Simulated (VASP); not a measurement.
# YN (Fm-3m) in VASP: settings compared

The runs below take YN through band structure, with r2SCAN+rVV10, HSE06.

Program: VASP 6.6.1. These are calculated values, not measurements. Logs are shortened: lines on timing, memory, paths and dates and some standing lists are left out, and cuts for length are marked.

## 1. The crystal as given

Symmetry: Fm-3m, No. 225, cubic system. Conventional cell: a = 4.887 Å, b = 4.887 Å, c = 4.887 Å, α = 90.00°, β = 90.00°, γ = 90.00°. Y (site symmetry m-3m) is surrounded by 6 N at 2.44 Å. N (site symmetry m-3m) has 6 Y at 2.44 Å as nearest neighbours.

The cell was built by a generator and needn't be a form met in nature.

## 2. Band structure, r2SCAN+rVV10

File INCAR:

```
SYSTEM = YN
ALGO = Normal ; BPARAM = 11.95
CPARAM = 0.0093 ; EDIFF = 1E-6
ENCUT = 520 ; ISIF = 2
ISMEAR = 0 ; IVDW_NL = 2
KPAR = 4 ; LASPH = .True.
LCHARG = .False. ; LMAXMIX = 4
LMIXTAU = .True. ; LREAL = .False.
LUSE_VDW = .True. ; LWAVE = .False.
METAGGA = R2SCAN ; NBANDS = 15
NELM = 80 ; PREC = Accurate
SIGMA = 0.02
```

File KPOINTS:

```
k-points
0
Gamma
  10 10 10
  0 0 0
```

File POSCAR:

```
YN                                      
1.0
   -0.0000000000      2.4434190361      2.4434190361
    2.4434190361     -0.0000000000      2.4434190361
    2.4434190361      2.4434190361     -0.0000000000
  Y               N             
     1     1
Direct
     0.0000000000000000    0.0000000000000000    0.0000000000000000
     0.5000000000000000    0.5000000000000000    0.5000000000000000
```

File KPOINTS_OPT:

```
path GXWKGLUWLK,UX
10
line-mode
reciprocal
 0.0000000000  0.0000000000  0.0000000000  G
 0.5000000000  0.0000000000  0.5000000000  X

 0.5000000000  0.0000000000  0.5000000000  X
 0.5000000000  0.2500000000  0.7500000000  W

 0.5000000000  0.2500000000  0.7500000000  W
 0.3750000000  0.3750000000  0.7500000000  K

 0.3750000000  0.3750000000  0.7500000000  K
 0.0000000000  0.0000000000  0.0000000000  G

 0.0000000000  0.0000000000  0.0000000000  G
 0.5000000000  0.5000000000  0.5000000000  L

 0.5000000000  0.5000000000  0.5000000000  L
 0.6250000000  0.2500000000  0.6250000000  U

 0.6250000000  0.2500000000  0.6250000000  U
 0.5000000000  0.2500000000  0.7500000000  W

 0.5000000000  0.2500000000  0.7500000000  W
 0.5000000000  0.5000000000  0.5000000000  L

 0.5000000000  0.5000000000  0.5000000000  L
 0.3750000000  0.3750000000  0.7500000000  K

 0.6250000000  0.2500000000  0.6250000000  U
 0.5000000000  0.0000000000  0.5000000000  X
```

Potentials or basis: VASP PAW PBE potentials, release 64 (Y_sv, N).

On the command line:

```sh
cat potpaw_PBE.64/Y_sv/POTCAR potpaw_PBE.64/N/POTCAR > POTCAR
mpirun -np 4 vasp_std > vasp.out
```

OUTCAR:

```text
SYSTEM = YN
   BPARAM = 11.95
   EDIFF = 1E-6
   ENCUT = 520
   ISIF = 2
   ISMEAR = 0
   IVDW_NL = 2
   LASPH = .True.
   LREAL = .False.
   METAGGA = R2SCAN
   NELM = 80
   PREC = Accurate

 ion  position               nearest neighbor table
   1  0.000  0.000  0.000-   2 2.44   2 2.44   2 2.44   2 2.44   2 2.44   2 2.44
   2  0.500  0.500  0.500-   1 2.44   1 2.44   1 2.44   1 2.44   1 2.44   1 2.44

  LATTYP: Found a face centered cubic cell.
 ALAT       =     4.8868380722

  Lattice vectors:

 A1 = (   0.0000000000,   2.4434190361,   2.4434190361)
 A2 = (   2.4434190361,   0.0000000000,   2.4434190361)
 A3 = (   2.4434190361,   2.4434190361,   0.0000000000)

Analysis of symmetry for initial positions (statically):
=====================================================================
 Subroutine PRICEL returns:
 Original cell was already a primitive cell.

 Routine SETGRP: Setting up the symmetry group for a
 face centered cubic supercell.

 Subroutine GETGRP returns: Found 48 space group operations
 (whereof 48 operations were pure point group operations)
 out of a pool of 48 trial point group operations.

The static configuration has the point symmetry O_h .

Analysis of symmetry for dynamics (positions and initial velocities):
=====================================================================
 Subroutine PRICEL returns:
 Original cell was already a primitive cell.

 Routine SETGRP: Setting up the symmetry group for a
 face centered cubic supercell.

 Subroutine GETGRP returns: Found 48 space group operations
 (whereof 48 operations were pure point group operations)
 out of a pool of 48 trial point group operations.

The dynamic configuration has the point symmetry O_h .

 Subroutine INISYM returns: Found 48 space group operations
 (whereof 48 operations are pure point group operations),
 and found     1 'primitive' translations

----------------------------------------------------------------------------------------

                                     Primitive cell

  volume of cell :      29.1759

  direct lattice vectors                    reciprocal lattice vectors
     0.000000000  2.443419036  2.443419036    -0.204631294  0.204631294  0.204631294
     2.443419036  0.000000000  2.443419036     0.204631294 -0.204631294  0.204631294
     2.443419036  2.443419036  0.000000000     0.204631294  0.204631294 -0.204631294

  length of vectors
     3.455516339  3.455516339  3.455516339     0.354431799  0.354431799  0.354431799

  position of ions in fractional coordinates (direct lattice)
     0.000000000  0.000000000  0.000000000
     0.500000000  0.500000000  0.500000000

  ion indices of the primitive-cell ions
   primitive index   ion index
                 1           1
                 2           2

----------------------------------------------------------------------------------------

 KPOINTS: k-points

Automatic generation of k-mesh.
 Grid dimensions read from file:
 generate k-points for:   10   10   10

 Generating k-lattice:

  Cartesian coordinates                     Fractional coordinates (reciprocal lattice)
    -0.020463129  0.020463129  0.020463129     0.100000000  0.000000000  0.000000000
     0.020463129 -0.020463129  0.020463129     0.000000000  0.100000000  0.000000000
     0.020463129  0.020463129 -0.020463129     0.000000000  0.000000000  0.100000000

  Length of vectors
     0.035443180  0.035443180  0.035443180

  Shift w.r.t. Gamma in fractional coordinates (k-lattice)
     0.000000000  0.000000000  0.000000000

 Subroutine IBZKPT returns following result:
 ===========================================

 Found     47 irreducible k-points:

 Following reciprocal coordinates:
            Coordinates               Weight
  0.000000  0.000000  0.000000      1.000000
  0.100000  0.000000  0.000000      8.000000
  0.200000  0.000000  0.000000      8.000000
  0.300000  0.000000  0.000000      8.000000
  0.400000  0.000000  0.000000      8.000000
  0.500000  0.000000  0.000000      4.000000
[... 16 lines left out ...]
  0.300000  0.300000  0.000000      6.000000
  0.400000  0.300000  0.000000     24.000000
 [... further k-points ...]
   k-points           NKPTS =     47   k-points in BZ     NKDIM =     47   number of bands    NBANDS=     15
   number of dos      NEDOS =    301   number of ions     NIONS =      2
   total plane-waves  NPLWV =  21952
   dimension x,y,z NGX =    28 NGY =   28 NGZ =   28
   dimension x,y,z NGXF=    56 NGYF=   56 NGZF=   56
   ions per type =               1   1
   NGX,Y,Z   is equivalent  to a cutoff of  13.47, 13.47, 13.47 a.u.
   NGXF,Y,Z  is equivalent  to a cutoff of  26.94, 26.94, 26.94 a.u.
 SYSTEM =  YN
   PREC   = accura    normal or accurate (medium, high low for compatibility)
   ISTART =      0    job   : 0-new  1-cont  2-samecut
   ICHARG =      2    charge: 1-file 2-atom 10-const
   ISPIN  =      1    spin polarized calculation?
   LNONCOLLINEAR =      F non collinear calculations
   LSORBIT =      F    spin-orbit coupling
   LASPH  =      T    aspherical Exc in radial PAW
   ENCUT  =  520.0 eV  38.22 Ry    6.18 a.u.   6.42  6.42  6.42*2*pi/ulx,y,z
   NELM   =     80;   NELMIN=  2; NELMDL= -5     # of ELM steps
   EDIFF  = 0.1E-05   stopping-criterion for ELM
   LREAL  =      F    real-space projection
   EDIFFG = 0.1E-04   stopping-criterion for IOM
   NSW    =      0    number of steps for IOM
   IBRION =     -1    ionic relax: 0-MD 1-quasi-New 2-CG
   NFREE  =      0    steps in history (QN), initial steepest desc. (CG)
   ISIF   =      2    stress and relaxation
   ISYM   =      2    0-nonsym 1-usesym 2-fastsym
   POTIM  = 0.5000    time-step for ionic-motion
   TEBEG  =    0.0;   TEEND  =   0.0 temperature during run
   PSTRESS=    0.0 pullay stress
   NELECT =      16.0000    total number of electrons
   NUPDOWN=      -1.0000    fix difference up-down
   EMIN   =  10.00;   EMAX   =-10.00  energy-range for DOS
   EFERMI =   0.00;   METHOD = LEGACY
   ISMEAR =     0;   SIGMA  =   0.02  broadening in eV -4-tet -1-fermi 0-gaus
   EFERMI_NEDOS =   21; number of points for ismear=-14 and -15
   IALGO  =     38    algorithm
   IMIX   =      4    mixing-type and parameters
     AMIX     =   0.40;   BMIX     =  1.00
     AMIX_MAG =   1.60;   BMIX_MAG =  1.00
  volume/ion in A,a.u.               =      14.59        98.44
  Fermi-wavevector in a.u.,A,eV,Ry     =   1.340006  2.532245 24.430855  1.795617
  Thomas-Fermi vector in A             =   2.468353
   LORBIT       =      0    0 simple, 1 ext, 2 COOP (PROOUT), +10 PAW based schemes
   METAGGA = R2SCAN    functional components
   LHFCALC =     F    Hartree Fock is set to
   AEXX    =    0.0000 exact exchange contribution
   IVDW_NL    =     2    kernel type
   BPARAM     =11.9500
   IVDW    =     0    specifies the selected vdW correction
   LEPSILON=     F    determine dielectric tensor
   LRPA    =     F    only Hartree local field effects (RPA)
 non-spin polarized calculation
 Gauss-broadening in eV      SIGMA  =   0.02
  energy-cutoff  :      520.00
  volume of cell :       29.18
 maximum number of plane-waves:       801
 NGX is ok and might be reduce to    28
   NGX = 13   NGY = 13   NGZ = 13

 number of electron      16.0000002 magnetization

 Free energy of the ion-electron system (eV)
  ---------------------------------------------------
  ext. energy  EPLUGINS =         0.00000000
  ---------------------------------------------------
  free energy    TOTEN  =       -33.14250539 eV

  energy without entropy =      -33.14250539  energy(sigma->0) =      -33.14250539

 E-fermi :   4.1297     XC(G=0): -11.9256

 val. band max:        4.0119216243   @ k =   0.0000   0.0000   0.0000
 cond. band min:       4.5737030092   @ k =   0.5000   0.5000   0.0000
 fundamental gap:      0.5617813849
 Fermi energy:         4.1296984524

 k-point     1 :       0.0000    0.0000    0.0000
  band No.  band energies     occupation
      1     -38.1153      2.00000
      2     -17.1009      2.00000
      3     -17.1009      2.00000
      4     -17.1009      2.00000
      5      -9.6531      2.00000
      6       4.0119      2.00000
      7       4.0119      2.00000
      8       4.0119      2.00000
      9       7.5854      0.00000
     10       7.5854      0.00000
     11       7.5854      0.00000
     12       8.8632      0.00000
     13       9.6263      0.00000
     14       9.6263      0.00000
     15      15.5915      0.00000

 k-point     2 :       0.1000    0.0000    0.0000
  band No.  band energies     occupation
      1     -38.1036      2.00000
      2     -17.2311      2.00000
      3     -17.1087      2.00000
      4     -17.1087      2.00000
      5      -9.4759      2.00000
      6       3.4065      2.00000
      7       3.6716      2.00000
      8       3.6716      2.00000
      9       7.6683      0.00000
     10       7.8363      0.00000
     11       7.8363      0.00000
     12       9.4315      0.00000
     13      10.1443      0.00000
     14      10.1443      0.00000
     15      16.2471      0.00000

 k-point     3 :       0.2000    0.0000    0.0000
  band No.  band energies     occupation
      1     -38.0726      2.00000
      2     -17.5501      2.00000
      3     -17.1289      2.00000
      4     -17.1289      2.00000
      5      -9.0255      2.00000
      6       2.2055      2.00000
      7       2.9722      2.00000
      8       2.9722      2.00000
      9       7.9103      0.00000
     10       8.5071      0.00000
     11       8.5071      0.00000
     12      10.6604      0.00000
     13      11.3956      0.00000
     14      11.3957      0.00000
     15      17.7911      0.00000

 k-point     4 :       0.3000    0.0000    0.0000
  band No.  band energies     occupation
      1     -38.0340      2.00000
      2     -17.9096      2.00000
      3     -17.1535      2.00000
      4     -17.1535      2.00000
      5      -8.4845      2.00000
      6       1.0483      2.00000
      7       2.3111      2.00000
      8       2.3111      2.00000
      9       8.4873      0.00000
     10       9.4673      0.00000
     11       9.4673      0.00000
     12      11.7484      0.00000
     13      12.8938      0.00000
     14      12.8938      0.00000
     15      18.7471      0.00000
[... 307 lines left out ...]
 k-point    22 :      -0.2000    0.2000    0.0000
  band No.  band energies     occupation
      1     -38.0210      2.00000
      2     -17.8433      2.00000
      3     -17.3564      2.00000
      4     -17.1393      2.00000
      5      -8.5052      2.00000
      6       1.0107      2.00000
      7       2.0829      2.00000
      8       2.8247      2.00000
      9       8.3344      0.00000
     10       9.0035      0.00000
     11      10.4062      0.00000
     12      10.8546      0.00000
     13      13.1840      0.00000
     14      14.0205      0.00000
     15      19.2957      0.00000

 k-point    23 :       0.3000    0.3000    0.0000
  band No.  band energies     occupation
      1     -38.0082      2.00000
      2     -17.7593      2.00000
      3     -17.3174      2.00000
      4     -17.3174      2.00000
      5      -8.9243      2.00000
      6       1.3782      2.00000
      7       3.4933      2.00000
      8       3.4933      2.00000
      9       5.3469      0.00000
     10      10.6416      0.00000
     11      10.6775      0.00000
     12      11.1712      0.00000
     13      11.1712      0.00000
     14      15.0626      0.00000
     15      20.5210      0.00000

 k-point    24 :       0.4000    0.3000    0.0000
  band No.  band energies     occupation
      1     -37.9836      2.00000
      2     -17.8697      2.00000
      3     -17.3843      2.00000
      4     -17.3504      2.00000
      5      -8.9191      2.00000
      6       1.5866      2.00000
      7       3.0687      2.00000
      8       3.3041      2.00000
      9       5.5225      0.00000
     10      11.2897      0.00000
     11      11.3320      0.00000
     12      11.7347      0.00000
     13      11.7385      0.00000
     14      15.2425      0.00000
     15      18.4899      0.00000

 [... further k-points ...]

------------------------ aborting loop because EDIFF is reached ----------------------------------------

  FORCE on cell =-STRESS in cart. coord.  units (eV):
  Direction    XX          YY          ZZ          XY          YZ          ZX
  --------------------------------------------------------------------------------------
  -------------------------------------------------------------------------------------
  Total       -0.0087559     -0.0087559     -0.0087559      0.0000000      0.0000000      0.0000000
  in kB       -0.4808244     -0.4808244     -0.4808244      0.0000000      0.0000000      0.0000000
  external PRESSURE =      -0.4808244 kB  Pullay stress =       0.0000000 kB

 VOLUME and BASIS-vectors are now :
 -----------------------------------------------------------------------------
  energy-cutoff  :      520.00
  volume of cell :       29.18
      direct lattice vectors                 reciprocal lattice vectors
     0.000000000  2.443419036  2.443419036    -0.204631294  0.204631294  0.204631294
     2.443419036  0.000000000  2.443419036     0.204631294 -0.204631294  0.204631294
     2.443419036  2.443419036  0.000000000     0.204631294  0.204631294 -0.204631294

 POSITION                                       TOTAL-FORCE (eV/Angst)
 -----------------------------------------------------------------------------------
      0.00000      0.00000      0.00000         0.000000      0.000000      0.000000
      2.44342      2.44342      2.44342         0.000000      0.000000     -0.000000
 -----------------------------------------------------------------------------------
    total drift:                                0.000000      0.000000      0.000000

  FREE ENERGIE OF THE ION-ELECTRON SYSTEM (eV)
  ---------------------------------------------------
  free  energy   TOTEN  =       -33.1425053879 eV

  energy  without entropy=      -33.1425053879  energy(sigma->0) =      -33.14250539
```

Run time: 2.6 min. Hardware: 4 MPI ranks of Intel Xeon Platinum 8259CL at 2.50GHz (Skylake/Cascade Lake), shared host; peak memory 0.27 GiB.

What came out:

```yaml
Free_energy: -33.1425 eV
Pressure: 0.0 GPa
Band_gap_on_the_k_mesh: 0.56 eV, indirect (least direct gap 0.97 eV)
Band_gap_along_the_path: 0.56 eV, indirect (least direct gap 0.97 eV)
```

Levels at the corners of the path, in eV from the valence-band top:
```
point  band 5  band 6  band 7  band 8  band 9  band 10  band 11  band 12
    Γ  -13.66    0.00    0.00    0.00    3.57     3.57     3.57     4.85
    X  -13.28   -1.54   -0.40   -0.40    0.56     7.37     7.81     8.44
    X  -13.28   -1.54   -0.40   -0.40    0.56     7.37     7.81     8.44
    W  -12.77   -2.19   -1.54   -1.54    4.46     4.46     7.86     8.45
    W  -12.77   -2.19   -1.54   -1.54    4.46     4.46     7.86     8.45
    K  -12.80   -2.18   -1.61   -1.34    2.86     6.82     7.57     8.29
    K  -12.80   -2.18   -1.61   -1.34    2.86     6.82     7.57     8.29
    Γ  -13.66    0.00    0.00    0.00    3.57     3.57     3.57     4.85
    Γ  -13.66    0.00    0.00    0.00    3.57     3.57     3.57     4.85
    L  -11.89   -4.08   -2.30   -2.30    6.26     6.91     6.91     7.31
    L  -11.89   -4.08   -2.30   -2.30    6.26     6.91     6.91     7.31
    U  -12.80   -2.18   -1.61   -1.34    2.86     6.82     7.57     8.29
    U  -12.80   -2.18   -1.61   -1.34    2.86     6.82     7.57     8.29
    W  -12.77   -2.19   -1.54   -1.54    4.46     4.46     7.86     8.45
    W  -12.77   -2.19   -1.54   -1.54    4.46     4.46     7.86     8.45
    L  -11.89   -4.08   -2.30   -2.30    6.26     6.91     6.91     7.31
    L  -11.89   -4.08   -2.30   -2.30    6.26     6.91     6.91     7.31
    K  -12.80   -2.18   -1.61   -1.34    2.86     6.82     7.57     8.29
    U  -12.80   -2.18   -1.61   -1.34    2.86     6.82     7.57     8.29
    X  -13.28   -1.54   -0.40   -0.40    0.56     7.37     7.81     8.44
```

Caveat: the PAW data sets were made with another functional, which shifts forces and pressure a little.

[end of part 1 of 2]
